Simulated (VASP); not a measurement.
Crystal: LiF (Griceite).

```xyz
2
Lattice="0.0000 2.0140 2.0140 2.0140 0.0000 2.0140 2.0140 2.0140 0.0000" Properties=species:S:1:pos:R:3 pbc="T T T"
Li    0.0000    0.0000    0.0000
F     2.0140    2.0140    2.0140
```

Base run:

* Program: VASP 6.6.1
* Functional: PBEsol
* Potentials or basis: VASP PAW PBE potentials, release 64 (Li_sv, F)
* Cutoff: 520 eV
* k mesh: 8 × 8 × 8
* Occupations: gaussian, width 0.03 eV
* Spin: no spin polarisation

Its results: band gap on the k mesh 8.92 eV, direct.

Task: The run is repeated on the same cell with these changes: functional from PBEsol to PBE. What comes out?

Result: Band gap on the k mesh 9.09 eV, direct.

A k mesh can miss the band edges.

Not every run made on this cell is shown here.
